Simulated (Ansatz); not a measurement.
Given:

BeO:
Space group P6₃mc (No. 186); a = b = 2.6603 Å, c = 13.0124 Å, α = β = 90.00°, γ = 120.00°

```json
[
 {"atom": "Be", "site": "2a", "symmetry": "3m.", "x": "0.0000", "y": "0.0000", "z": "0.4997"},
 {"atom": "Be", "site": "2b", "symmetry": "3m.", "x": "0.3333", "y": "0.6667", "z": "0.3334"},
 {"atom": "Be", "site": "2b", "symmetry": "3m.", "x": "0.6667", "y": "0.3333", "z": "0.1666"},
 {"atom": "O", "site": "2a", "symmetry": "3m.", "x": "0.0000", "y": "0.0000", "z": "0.3746"},
 {"atom": "O", "site": "2b", "symmetry": "3m.", "x": "0.3333", "y": "0.6667", "z": "0.2081"},
 {"atom": "O", "site": "2b", "symmetry": "3m.", "x": "0.6667", "y": "0.3333", "z": "0.0413"}
]
```

This is the LDA-relaxed structure.

Question: All from plane-wave PAW LDA (Ansatz code), unless another level is named. Give the Hill bulk and shear moduli.

Answer: 232 and 163 GPa.

Question: And the vibrational entropy at 300 K?

Answer: 6.8 J/(K·mol of atoms).

Question: What about the zero-point energy?

Answer: 118.6 meV/atom.

Space group P6_3mc. The cell is a constructed one: a structure type filled with these elements. Its sites differ from those of the usual phase in this space group: another stacking or structure type. The LDA relaxation kept the symmetry of its start; phonons on a q-mesh show no instability.

Potentials: the later of the program's two PAW sets.
